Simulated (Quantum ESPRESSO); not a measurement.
## Hf: equation of state with PBEsol

The system is Hf.

```
Hf
1.0
     3.19670    0.00000    0.00000
    -1.59835    2.76842    0.00000
     0.00000    0.00000    5.05780
Hf
2
Direct
  0.66667 0.33333 0.75000
  0.33333 0.66667 0.25000
```

```json
{
 "Program": "Quantum ESPRESSO 7.5",
 "Task": "equation of state",
 "Functional": "PBEsol",
 "Potentials or basis": "PseudoDojo 0.4.1 SR PBEsol standard",
 "Cutoff": "789 eV",
 "Density cutoff": "3157 eV",
 "k mesh": "10 × 10 × 5",
 "Occupations": "fermi-dirac, width 0.05 eV",
 "Spin": "no spin polarisation"
}
```

```
Equilibrium volume                        : 21.65 Å³/atom
Bulk modulus at fixed shape and positions : 114 GPa
Pressure derivative of the bulk modulus   : 3.5
```

Energy against volume, from the lowest point:
```csv
volume (Å³/atom),energy (meV/atom)
21.037,6.01
21.485,0.00
21.933,0.80
22.380,7.81
22.828,20.50
23.276,38.37
23.723,60.93
```

All runs of the series together: 3 min on 1 thread of Arm Neoverse V1, with other jobs on the host.

Caveat: the cell was scaled at fixed shape and fractional positions, which overstates the stiffness of a crystal with free parameters, most of all of layers and chains. Spin-orbit coupling is left out, which matters for the levels of Hf.
